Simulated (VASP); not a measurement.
# Ni (Fm-3m) in VASP: band structure with PBEsol

Aim: the band structure of Ni with PBEsol.

All numbers are computed with VASP 6.6.1; they aren't measurements. Logs are shortened: lines on timing, memory, paths and dates and some standing lists are left out, and cuts for length are marked.

### Step 1. The crystal as given

Symmetry: Fm-3m, No. 225, cubic system. Conventional cell: a = 3.463 Å, b = 3.463 Å, c = 3.463 Å, α = 90.00°, β = 90.00°, γ = 90.00°. Ni (site symmetry m-3m) has 12 Ni at 2.45 Å as nearest neighbours.

### Step 2. Band structure, PBEsol, collinear spin, ferromagnetic start

INCAR reads:

```
SYSTEM = Ni
PREC = Accurate
ENCUT = 520
EDIFF = 1E-7
ISMEAR = 0
SIGMA = 0.1
LREAL = .FALSE.
LASPH = .TRUE.
NELM = 100
ALGO = Normal
ISIF = 2
LWAVE = .FALSE.
LCHARG = .FALSE.
ISPIN = 2
MAGMOM = 0.8
LORBIT = 11
LMAXMIX = 4
GGA = PS
```

KPOINTS reads:

```
Automatic mesh
0
G
  20 20 20
  0 0 0
```

POSCAR reads:

```
Ni                                      
1.0
    0.0000000000      1.7313980560      1.7313980560
    1.7313980560      0.0000000000      1.7313980560
    1.7313980560      1.7313980560      0.0000000000
  Ni            
     1
Direct
     0.0000000000000000    0.0000000000000000    0.0000000000000000
```

KPOINTS_OPT reads:

```
path GXWKGLUWLK,UX
20
line-mode
reciprocal
 0.0000000000  0.0000000000  0.0000000000  G
 0.5000000000  0.0000000000  0.5000000000  X

 0.5000000000  0.0000000000  0.5000000000  X
 0.5000000000  0.2500000000  0.7500000000  W

 0.5000000000  0.2500000000  0.7500000000  W
 0.3750000000  0.3750000000  0.7500000000  K

 0.3750000000  0.3750000000  0.7500000000  K
 0.0000000000  0.0000000000  0.0000000000  G

 0.0000000000  0.0000000000  0.0000000000  G
 0.5000000000  0.5000000000  0.5000000000  L

 0.5000000000  0.5000000000  0.5000000000  L
 0.6250000000  0.2500000000  0.6250000000  U

 0.6250000000  0.2500000000  0.6250000000  U
 0.5000000000  0.2500000000  0.7500000000  W

 0.5000000000  0.2500000000  0.7500000000  W
 0.5000000000  0.5000000000  0.5000000000  L

 0.5000000000  0.5000000000  0.5000000000  L
 0.3750000000  0.3750000000  0.7500000000  K

 0.6250000000  0.2500000000  0.6250000000  U
 0.5000000000  0.0000000000  0.5000000000  X
```

Potentials or basis: VASP PAW PBE potentials, release 64 (Ni).

Launch:

```bash
$ cat potpaw_PBE.64/Ni/POTCAR > POTCAR
$ mpirun -np 1 vasp_std > vasp.out
```

OUTCAR:

```text
SYSTEM = Ni
   PREC = Accurate
   ENCUT = 520
   EDIFF = 1E-7
   ISMEAR = 0
   LREAL = .FALSE.
   LASPH = .TRUE.
   NELM = 100
   ISIF = 2
   ISPIN = 2
   LORBIT = 11
   GGA = PS

 ion  position               nearest neighbor table
   1  0.000  0.000  0.000-

  LATTYP: Found a face centered cubic cell.
 ALAT       =     3.4627961120

  Lattice vectors:

 A1 = (   0.0000000000,   1.7313980560,   1.7313980560)
 A2 = (   1.7313980560,   0.0000000000,   1.7313980560)
 A3 = (   1.7313980560,   1.7313980560,   0.0000000000)

Analysis of symmetry for initial positions (statically):
=====================================================================
 Subroutine PRICEL returns:
 Original cell was already a primitive cell.

 Routine SETGRP: Setting up the symmetry group for a
 face centered cubic supercell.

 Subroutine GETGRP returns: Found 48 space group operations
 (whereof 48 operations were pure point group operations)
 out of a pool of 48 trial point group operations.

The static configuration has the point symmetry O_h .

Analysis of symmetry for dynamics (positions and initial velocities):
=====================================================================
 Subroutine PRICEL returns:
 Original cell was already a primitive cell.

 Routine SETGRP: Setting up the symmetry group for a
 face centered cubic supercell.

 Subroutine GETGRP returns: Found 48 space group operations
 (whereof 48 operations were pure point group operations)
 out of a pool of 48 trial point group operations.

The dynamic configuration has the point symmetry O_h .

Analysis of structural, dynamic, and magnetic symmetry:
=====================================================================
 Subroutine PRICEL returns:
 Original cell was already a primitive cell.

 Routine SETGRP: Setting up the symmetry group for a
 face centered cubic supercell.

 Subroutine GETGRP returns: Found 48 space group operations
 (whereof 48 operations were pure point group operations)
 out of a pool of 48 trial point group operations.

The overall configuration has the point symmetry O_h .

 Subroutine INISYM returns: Found 48 space group operations
 (whereof 48 operations are pure point group operations),
 and found     1 'primitive' translations

----------------------------------------------------------------------------------------

                                     Primitive cell

  volume of cell :      10.3806

  direct lattice vectors                    reciprocal lattice vectors
     0.000000000  1.731398056  1.731398056    -0.288783968  0.288783968  0.288783968
     1.731398056  0.000000000  1.731398056     0.288783968 -0.288783968  0.288783968
     1.731398056  1.731398056  0.000000000     0.288783968  0.288783968 -0.288783968

  length of vectors
     2.448566613  2.448566613  2.448566613     0.500188504  0.500188504  0.500188504

  position of ions in fractional coordinates (direct lattice)
     0.000000000  0.000000000  0.000000000

  ion indices of the primitive-cell ions
   primitive index   ion index
                 1           1

----------------------------------------------------------------------------------------

 KPOINTS: Automatic mesh

Automatic generation of k-mesh.
 Grid dimensions read from file:
 generate k-points for:   20   20   20

 Generating k-lattice:

  Cartesian coordinates                     Fractional coordinates (reciprocal lattice)
    -0.014439198  0.014439198  0.014439198     0.050000000  0.000000000  0.000000000
     0.014439198 -0.014439198  0.014439198     0.000000000  0.050000000  0.000000000
     0.014439198  0.014439198 -0.014439198     0.000000000  0.000000000  0.050000000

  Length of vectors
     0.025009425  0.025009425  0.025009425

  Shift w.r.t. Gamma in fractional coordinates (k-lattice)
     0.000000000  0.000000000  0.000000000

 Subroutine IBZKPT returns following result:
 ===========================================

 Found    256 irreducible k-points:

 Following reciprocal coordinates:
            Coordinates               Weight
  0.000000  0.000000  0.000000      1.000000
  0.050000  0.000000  0.000000      8.000000
  0.100000  0.000000  0.000000      8.000000
  0.150000  0.000000  0.000000      8.000000
  0.200000  0.000000  0.000000      8.000000
  0.250000  0.000000  0.000000      8.000000
[... 16 lines left out ...]
 -0.400000  0.050000  0.000000     24.000000
 -0.350000  0.050000  0.000000     24.000000
 [... further k-points ...]
   k-points           NKPTS =    256   k-points in BZ     NKDIM =    256   number of bands    NBANDS=      9
   number of dos      NEDOS =    301   number of ions     NIONS =      1
   total plane-waves  NPLWV =   5832
   dimension x,y,z NGX =    18 NGY =   18 NGZ =   18
   dimension x,y,z NGXF=    36 NGYF=   36 NGZF=   36
   ions per type =               1
   NGX,Y,Z   is equivalent  to a cutoff of  12.22, 12.22, 12.22 a.u.
   NGXF,Y,Z  is equivalent  to a cutoff of  24.44, 24.44, 24.44 a.u.
 SYSTEM =  Ni
   PREC   = accura    normal or accurate (medium, high low for compatibility)
   ISTART =      0    job   : 0-new  1-cont  2-samecut
   ICHARG =      2    charge: 1-file 2-atom 10-const
   ISPIN  =      2    spin polarized calculation?
   LNONCOLLINEAR =      F non collinear calculations
   LSORBIT =      F    spin-orbit coupling
   LASPH  =      T    aspherical Exc in radial PAW
   ENCUT  =  520.0 eV  38.22 Ry    6.18 a.u.   4.55  4.55  4.55*2*pi/ulx,y,z
   NELM   =    100;   NELMIN=  2; NELMDL= -5     # of ELM steps
   EDIFF  = 0.1E-06   stopping-criterion for ELM
   LREAL  =      F    real-space projection
   EDIFFG = 0.1E-05   stopping-criterion for IOM
   NSW    =      0    number of steps for IOM
   IBRION =     -1    ionic relax: 0-MD 1-quasi-New 2-CG
   NFREE  =      0    steps in history (QN), initial steepest desc. (CG)
   ISIF   =      2    stress and relaxation
   ISYM   =      2    0-nonsym 1-usesym 2-fastsym
   POTIM  = 0.5000    time-step for ionic-motion
   TEBEG  =    0.0;   TEEND  =   0.0 temperature during run
   PSTRESS=    0.0 pullay stress
   NELECT =      10.0000    total number of electrons
   NUPDOWN=      -1.0000    fix difference up-down
   EMIN   =  10.00;   EMAX   =-10.00  energy-range for DOS
   EFERMI =   0.00;   METHOD = LEGACY
   ISMEAR =     0;   SIGMA  =   0.10  broadening in eV -4-tet -1-fermi 0-gaus
   EFERMI_NEDOS =   21; number of points for ismear=-14 and -15
   IALGO  =     38    algorithm
   IMIX   =      4    mixing-type and parameters
     AMIX     =   0.40;   BMIX     =  1.00
     AMIX_MAG =   1.60;   BMIX_MAG =  1.00
  volume/ion in A,a.u.               =      10.38        70.05
  Fermi-wavevector in a.u.,A,eV,Ry     =   1.616843  3.055391 35.568105  2.614182
  Thomas-Fermi vector in A             =   2.711364
   LORBIT       =     11    0 simple, 1 ext, 2 COOP (PROOUT), +10 PAW based schemes
   GGA     = PS    functional components
   LHFCALC =     F    Hartree Fock is set to
   AEXX    =    0.0000 exact exchange contribution
   IVDW    =     0    specifies the selected vdW correction
   LEPSILON=     F    determine dielectric tensor
   LRPA    =     F    only Hartree local field effects (RPA)
 spin polarized calculation
 Gauss-broadening in eV      SIGMA  =   0.10
  energy-cutoff  :      520.00
  volume of cell :       10.38
 maximum number of plane-waves:       295
   NGX =  9   NGY =  9   NGZ =  9

 number of electron      10.0000000 magnetization       0.8000000

 number of electron       9.9999994 magnetization       0.6228377

 Free energy of the ion-electron system (eV)
  ---------------------------------------------------
  ext. energy  EPLUGINS =         0.00000000
  ---------------------------------------------------
  free energy    TOTEN  =        -6.13995780 eV

  energy without entropy =       -6.13147839  energy(sigma->0) =       -6.13571809

 E-fermi :   9.8681     XC(G=0): -13.7166

 val. band max:        9.8677817908   @ k =  -0.4000   0.2500   0.0000
 cond. band min:       9.8693385794   @ k =   0.4000   0.0000   0.0000
 fundamental gap:      0.0015567886
 Fermi energy:         9.8681051564

 spin component 1

 k-point     1 :       0.0000    0.0000    0.0000
  band No.  band energies     occupation
      1       0.4752      1.00000
      2       7.3173      1.00000
      3       7.3173      1.00000
      4       7.3173      1.00000
      5       8.5676      1.00000
      6       8.5676      1.00000
      7      33.9632      0.00000
      8      38.1720      0.00000
      9      38.1720      0.00000

 k-point     2 :       0.0500    0.0000    0.0000
  band No.  band energies     occupation
      1       0.5767      1.00000
      2       7.2895      1.00000
      3       7.3410      1.00000
      4       7.3410      1.00000
      5       8.5571      1.00000
      6       8.5571      1.00000
      7      33.6956      0.00000
      8      36.7703      0.00000
      9      37.9357      0.00000

 k-point     3 :       0.1000    0.0000    0.0000
  band No.  band energies     occupation
      1       0.8776      1.00000
      2       7.2127      1.00000
      3       7.4052      1.00000
      4       7.4052      1.00000
      5       8.5327      1.00000
      6       8.5327      1.00000
      7      32.3351      0.00000
      8      35.4056      0.00000
      9      37.4358      0.00000
[... 229 lines left out ...]
 k-point    23 :      -0.4000    0.0500    0.0000
  band No.  band energies     occupation
      1       4.6860      1.00000
      2       7.3330      1.00000
      3       7.3994      1.00000
      4       8.1881      1.00000
      5       9.1125      1.00000
      6       9.6137      0.99984
      7      17.4682      0.00000
      8      31.9226      0.00000
      9      34.2829      0.00000

 k-point    24 :      -0.3500    0.0500    0.0000
  band No.  band energies     occupation
      1       4.4038      1.00000
      2       7.3984      1.00000
      3       7.4571      1.00000
      4       7.5543      1.00000
      5       8.9354      1.00000
      6       9.3041      1.00000
      7      19.3594      0.00000
      8      32.0336      0.00000
      9      34.5387      0.00000

 [... further k-points ...]

 spin component 2

 k-point     1 :       0.0000    0.0000    0.0000
  band No.  band energies     occupation
      1       0.4665      1.00000
      2       8.0360      1.00000
      3       8.0360      1.00000
      4       8.0360      1.00000
      5       9.1766      1.00000
      6       9.1766      1.00000
      7      33.8563      0.00000
      8      38.1706      0.00000
      9      38.1706      0.00000

 k-point     2 :       0.0500    0.0000    0.0000
  band No.  band energies     occupation
      1       0.5681      1.00000
      2       8.0050      1.00000
      3       8.0607      1.00000
      4       8.0607      1.00000
      5       9.1655      1.00000
      6       9.1655      1.00000
      7      33.6153      0.00000
      8      36.7835      0.00000
      9      37.9535      0.00000

 k-point     3 :       0.1000    0.0000    0.0000
  band No.  band energies     occupation
      1       0.8696      1.00000
      2       7.9183      1.00000
      3       8.1264      1.00000
      4       8.1264      1.00000
      5       9.1404      1.00000
      6       9.1404      1.00000
      7      32.3551      0.00000
      8      35.3586      0.00000
      9      37.4847      0.00000
[... 229 lines left out ...]
 k-point    23 :      -0.4000    0.0500    0.0000
  band No.  band energies     occupation
      1       5.0317      1.00000
      2       7.9403      1.00000
      3       8.0189      1.00000
      4       8.4571      1.00000
      5       9.8461      0.62194
      6      10.2332      0.00000
      7      17.7912      0.00000
      8      31.8884      0.00000
      9      34.3342      0.00000

 k-point    24 :      -0.3500    0.0500    0.0000
  band No.  band energies     occupation
      1       4.6283      1.00000
      2       7.9068      1.00000
      3       8.0346      1.00000
      4       8.0855      1.00000
      5       9.6540      0.99877
      6       9.9913      0.04077
      7      19.6185      0.00000
      8      32.0235      0.00000
      9      34.5718      0.00000

 [... further k-points ...]
[... 5 lines left out ...]
  --------------------------------------------------------------------------------------
  -------------------------------------------------------------------------------------
  Total        0.0013284      0.0013284      0.0013284      0.0000000     -0.0000000     -0.0000000
  in kB        0.2050249      0.2050249      0.2050249      0.0000000     -0.0000000     -0.0000000
  external PRESSURE =       0.2050249 kB  Pullay stress =       0.0000000 kB

 VOLUME and BASIS-vectors are now :
 -----------------------------------------------------------------------------
  energy-cutoff  :      520.00
  volume of cell :       10.38
      direct lattice vectors                 reciprocal lattice vectors
     0.000000000  1.731398056  1.731398056    -0.288783968  0.288783968  0.288783968
     1.731398056  0.000000000  1.731398056     0.288783968 -0.288783968  0.288783968
     1.731398056  1.731398056  0.000000000     0.288783968  0.288783968 -0.288783968

 POSITION                                       TOTAL-FORCE (eV/Angst)
 -----------------------------------------------------------------------------------
      0.00000      0.00000      0.00000        -0.000000      0.000000     -0.000000
 -----------------------------------------------------------------------------------
    total drift:                                0.000000     -0.000000      0.000000

  FREE ENERGIE OF THE ION-ELECTRON SYSTEM (eV)
  ---------------------------------------------------
  free  energy   TOTEN  =        -6.1399577974 eV

  energy  without entropy=       -6.1314783904  energy(sigma->0) =       -6.13571809

 total charge

# of ion       s       p       d       tot
------------------------------------------
    1        0.521   0.547   8.333   9.401

 magnetization (x)

# of ion       s       p       d       tot
------------------------------------------
    1       -0.006  -0.024   0.659   0.628
```

Wall time 40 s (1 thread of AMD EPYC 9R45 (Zen 5), shared host); peak memory 0.15 GiB.

Results:

```
Free energy                                           : -6.1400 eV
Pressure                                              : 0.0 GPa
Band gap along the path                               : none (metal or under the smearing width)
Net moment                                            : 0.62 μB per cell
Site moments                                          : Ni +0.63 μB
Valence electrons inside the program's atomic spheres : Ni 9.40
```

Levels at the corners of the path, in eV from the Fermi level:
Spin up:
| point | band 3 | band 4 | band 5 | band 6 | band 7 | band 8 |
| --- | --- | --- | --- | --- | --- | --- |
| Γ | -2.55 | -2.55 | -1.30 | -1.30 | 24.10 | 28.30 |
| X | -0.54 | -0.43 | -0.43 | 2.42 | 9.62 | 15.21 |
| X | -0.54 | -0.43 | -0.43 | 2.42 | 9.62 | 15.21 |
| W | -3.25 | -1.38 | -0.43 | 7.96 | 7.96 | 10.26 |
| W | -3.25 | -1.38 | -0.43 | 7.96 | 7.96 | 10.26 |
| K | -2.22 | -1.13 | -0.71 | 5.88 | 7.51 | 10.36 |
| K | -2.22 | -1.13 | -0.71 | 5.88 | 7.51 | 10.36 |
| Γ | -2.55 | -2.55 | -1.30 | -1.30 | 24.10 | 28.30 |
| Γ | -2.55 | -2.55 | -1.30 | -1.30 | 24.10 | 28.30 |
| L | -2.54 | -0.58 | -0.58 | -0.43 | 5.98 | 22.57 |
| L | -2.54 | -0.58 | -0.58 | -0.43 | 5.98 | 22.57 |
| U | -2.22 | -1.13 | -0.71 | 5.88 | 7.51 | 10.36 |
| U | -2.22 | -1.13 | -0.71 | 5.88 | 7.51 | 10.36 |
| W | -3.25 | -1.38 | -0.43 | 7.96 | 7.96 | 10.26 |
| W | -3.25 | -1.38 | -0.43 | 7.96 | 7.96 | 10.26 |
| L | -2.54 | -0.58 | -0.58 | -0.43 | 5.98 | 22.57 |
| L | -2.54 | -0.58 | -0.58 | -0.43 | 5.98 | 22.57 |
| K | -2.22 | -1.13 | -0.71 | 5.88 | 7.51 | 10.36 |
| U | -2.22 | -1.13 | -0.71 | 5.88 | 7.51 | 10.36 |
| X | -0.54 | -0.43 | -0.43 | 2.42 | 9.62 | 15.21 |
Spin down:
| point | band 2 | band 3 | band 4 | band 5 | band 6 | band 7 |
| --- | --- | --- | --- | --- | --- | --- |
| Γ | -1.83 | -1.83 | -1.83 | -0.69 | -0.69 | 23.99 |
| X | -3.87 | 0.10 | 0.39 | 0.39 | 2.41 | 9.89 |
| X | -3.87 | 0.10 | 0.39 | 0.39 | 2.41 | 9.89 |
| W | -2.66 | -2.66 | -0.79 | 0.40 | 8.16 | 8.16 |
| W | -2.66 | -2.66 | -0.79 | 0.40 | 8.16 | 8.16 |
| K | -3.42 | -1.63 | -0.53 | 0.11 | 6.11 | 7.71 |
| K | -3.42 | -1.63 | -0.53 | 0.11 | 6.11 | 7.71 |
| Γ | -1.83 | -1.83 | -1.83 | -0.69 | -0.69 | 23.99 |
| Γ | -1.83 | -1.83 | -1.83 | -0.69 | -0.69 | 23.99 |
| L | -1.93 | -1.93 | -0.46 | 0.16 | 0.16 | 6.41 |
| L | -1.93 | -1.93 | -0.46 | 0.16 | 0.16 | 6.41 |
| U | -3.42 | -1.63 | -0.53 | 0.11 | 6.11 | 7.71 |
| U | -3.42 | -1.63 | -0.53 | 0.11 | 6.11 | 7.71 |
| W | -2.66 | -2.66 | -0.79 | 0.40 | 8.16 | 8.16 |
| W | -2.66 | -2.66 | -0.79 | 0.40 | 8.16 | 8.16 |
| L | -1.93 | -1.93 | -0.46 | 0.16 | 0.16 | 6.41 |
| L | -1.93 | -1.93 | -0.46 | 0.16 | 0.16 | 6.41 |
| K | -3.42 | -1.63 | -0.53 | 0.11 | 6.11 | 7.71 |
| U | -3.42 | -1.63 | -0.53 | 0.11 | 6.11 | 7.71 |
| X | -3.87 | 0.10 | 0.39 | 0.39 | 2.41 | 9.89 |

Caveat: the PAW data sets were made with another functional, which shifts forces and pressure a little.
